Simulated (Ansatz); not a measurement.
# GaSb: clamped-ion strain scan

Level of theory: DFT LDA, scalar-relativistic, plane waves, PAW (Ansatz). Settings: plane waves to 420 eV, k-mesh 18×18×18 (Γ-centred), Gaussian smearing 0.15 eV. No spin polarisation. Energies are free energies at this smearing, counted from the undisturbed cell; pressure is positive in compression.

The undisturbed cell (as given, not relaxed at this level; it stands at -4.3 GPa; this form isn't the usual structure):

```
Ga Sb
1.0
    -2.75343    2.75343    1.59071
     2.75343   -2.75343    1.59071
     2.75343    2.75343   -1.59071
Ga Sb
1 1
Direct
  0.25000 0.75000 0.50000
  0.00000 0.00000 0.00000
```

The cell is strained by ε times the Voigt pattern (1, 1, 0, 0, 0, 0) (xx, yy, zz, yz, xz, xy; engineering shear) with fractional coordinates fixed. The cell is metallic on the mesh throughout.

| ε | ΔE (meV/atom) | stress summed along the pattern (GPa, tension positive) | pressure (GPa) |
| --- | --- | --- | --- |
| -0.1500 | 498.7 | -85.02 | 34.5 |
| -0.0750 | 32.6 | ? | ? |
| 0.0000 | 0.0 | 8.24 | -4.3 |
| 0.0375 | 67.3 | 14.76 | -7.0 |
| 0.1125 | 286.7 | 19.75 | -9.2 |

Give the withheld values.

stress summed along the pattern (GPa, tension positive) at ε = -0.0750: -19.06; pressure (GPa) at ε = -0.0750: 7.1.